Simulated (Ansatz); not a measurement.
An input for Ansatz 0.2.0 (AlN):

File input.yaml:

```yaml
crystal:
  lattice:
    - [0.0, 2.1839935596, 2.1839935596]
    - [2.1839935596, 0.0, 2.1839935596]
    - [2.1839935596, 2.1839935596, 0.0]
  atoms:
    - { symbol: Al, position: [0.0, 0.0, 0.0] }
    - { symbol: "N", position: [0.25, 0.25, 0.25] }
hamiltonian:
  xc: cam_b3lyp
  pseudopotentials: { kind: paw }
kpoints:
  mp_grid: { grid: [6, 6, 6] }
  band_path:
    path:
      - [[0.0, 0.0, 0.0], [0.5, 0.0, 0.5], [0.5, 0.25, 0.75], [0.375, 0.375, 0.75], [0.0, 0.0, 0.0], [0.5, 0.5, 0.5], [0.625, 0.25, 0.625], [0.5, 0.25, 0.75], [0.5, 0.5, 0.5], [0.375, 0.375, 0.75]]
      - [[0.625, 0.25, 0.625], [0.5, 0.0, 0.5]]
    npoints: 4
scf:
  occupations: { method: fermi_dirac, width: 0.05 }
  n_extra_bands: 6
output:
  forces: true
  stress: true
  eigenvalues: true
  fatbands: false
```

Potentials or basis: Ansatz PAW.

The run is started by

```bash
$ ansatz run input.yaml --threads 2 --pin off --max-ram 5632MiB --backend cpu --events-out ev --progress --plain --runs-dir out
```

Q: What does the program do with it?

A: The run stopped without a result. It printed:

Output:

```text
Error: kpoints.band_path / output.eigenstates.kpoints / output.eigenstates.nscf_kmesh / output.wannier / output.states_by_energy / output.dos.nscf_kmesh / output.optics.nscf_kmesh / output.boltztrap / output.local_orbitals.kmesh / output.polarization (unless states: scf) / output.orbitals (by a pass of its own) / gw: / phonons.commensurate_couplings.mesh / output.given_orbital_levels with hamiltonian.xc: <exact exchange of several ranges> with hamiltonian.xc: <exact exchange that reaches to infinity> — behind a hybrid SCF this pass is solved under, or applies, the exchange operator itself, at k-points off the SCF's mesh, which is served of several ranges of exact exchange only where none reaches to infinity: one that does (lc_wpbe's) diverges towards zero momentum transfer, and no level off the mesh has been held to a reference under several; use a hybrid whose last range ends, as hiss, or one of one range, or do without the pass
```
